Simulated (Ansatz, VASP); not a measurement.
**Two plane-wave programs on WC**

The input INCAR:

```
PREC = Accurate ; ENCUT = 600
EDIFF = 1E-6 ; ISMEAR = -1
SIGMA = 0.05 ; LREAL = False
LASPH = True ; NELM = 150
ALGO = Normal ; ISIF = 3
LWAVE = False ; LCHARG = False
LMAXMIX = 4 ; LDAU = True
LDAUTYPE = 2 ; LDAUL = 2 -1
LDAUU = 3 0 ; LDAUJ = 0 0
LDAUPRINT = 1 ; GGA = PS
IBRION = 2 ; NSW = 60
EDIFFG = -0.01
```

The input KPOINTS:

```
Automatic mesh
0
Gamma
  10 10 10
```

Contents of POSCAR:

```
WC
1.0
    0.0000000000      2.1926840000      2.1926840000
    2.1926840000      0.0000000000      2.1926840000
    2.1926840000      2.1926840000      0.0000000000
W C
1 1
Direct
    0.0000000000      0.0000000000      0.0000000000
    0.5000000000      0.5000000000      0.5000000000
```

The input input.yaml:

```yaml
crystal:
  lattice:
    - [0.0, 2.192684, 2.192684]
    - [2.192684, 0.0, 2.192684]
    - [2.192684, 2.192684, 0.0]
  atoms:
    - { symbol: W, position: [0.0, 0.0, 0.0] }
    - { symbol: C, position: [0.5, 0.5, 0.5] }
hamiltonian:
  xc: pbesol
  pseudopotentials: { kind: paw }
  hubbard: { sites: [{ species: W, l: d, u_eff: 3.0 }] }
kpoints:
  mp_grid: { grid: [10, 10, 10] }
scf:
  occupations: { method: fermi_dirac, width: 0.05 }
output:
  forces: true
  stress: true
  eigenvalues: true
relax:
  f_tol: 0.01
  max_steps: 40
  cell: { stress_tol: 0.05 }
```

Measurements of this composition are mostly on another form, of space group No. 187.

Alike in both runs: task relaxation of cell and atoms; functional PBEsol; k mesh 10 × 10 × 10; occupations fermi-dirac, width 0.05 eV; no spin polarisation; Hubbard terms W d U = 3.0 eV.

```csv
,VASP,Ansatz
version,VASP 6.6.1,Ansatz 0.2.0
potentials or method,"VASP PAW PBE potentials, release 64 (W_sv, C)",Ansatz PAW
plane-wave cutoff (eV),600,420
valence electrons in the cell,18,18
```

|  | VASP | Ansatz | Ansatz less VASP |
| --- | --- | --- | --- |
| gap on the k mesh at the Fermi level, each at its own relaxed structure (eV) | none | none | - |
| relaxed volume (Å³/atom) | 10.44 | 10.26 | -0.172 |
| relaxed cell length with the largest relative difference (Å) | 3.090 | 3.073 | -0.0171 |
| energy change over the relaxation (meV/atom) | -1 | -9 | -7.5 |

The programs project onto different local orbitals, so the same U acts differently. A gap of «none» marks a metal or a gap that the smearing closes.

Caveats: the U is typed as a test and isn't derived for this compound; the bands computed are all filled at some k points, so no gap is given (VASP); the PAW data sets were made with another functional, which shifts forces and pressure a little (VASP); the plane-wave basis is chosen anew once the cell has moved, so the energies of steps on either side of that aren't comparable (Ansatz); the pressure holds a Pulay correction of +0.3 GPa for the finite cutoff (Ansatz); U without spin polarisation on a metal has little footing (Ansatz); the PAW data sets come from PBE, with cores solved anew for the run's functional, which leaves a small shift of forces and pressure (Ansatz). Spin-orbit coupling is left out, which matters for the levels of W.
